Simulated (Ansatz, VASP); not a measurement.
# BN: VASP beside Ansatz

```
B N
1.0
     0.00000    1.74048    1.81300
     1.74048    0.00000    1.81300
     1.74048    1.74048    0.00000
B N
1 1
Direct
  0.00000 0.00000 0.00000
  0.75000 0.75000 0.75000
```

Change from the starting cell: strain -0.040 along x and y, +0.000 along z, atoms carried along.

Alike in both runs: task single point; functional PBE; k mesh 12 × 12 × 12; occupations gaussian, width 0.05 eV; no spin polarisation.

```csv
,VASP,Ansatz
version,VASP 6.6.1,Ansatz 0.2.0
potentials or method,"VASP PAW PBE potentials, release 64 (B, N)","scalar-relativistic, plane waves, PAW"
plane-wave cutoff (eV),520,420
valence electrons in the cell,8,8
```

|  | VASP | Ansatz | Ansatz less VASP |
| --- | --- | --- | --- |
| gap on the k mesh at the Fermi level (eV) | 4.14 | 4.15 | +0.012 |
| least direct gap on the mesh (eV) | 8.93 | 8.94 | +0.011 |
| pressure (GPa) | 35.2 | 34.6 | -0.50 |
| largest component of the traceless stress (GPa) | 18.96 | 18.96 | -0.003 |

The functional is the same, so the differences come from potentials, cutoffs and numerics.

Caveats: so large a pressure means that the cell lies far from this level's equilibrium, or that cutoff or potentials fall short (VASP). A k mesh can miss the band edges.
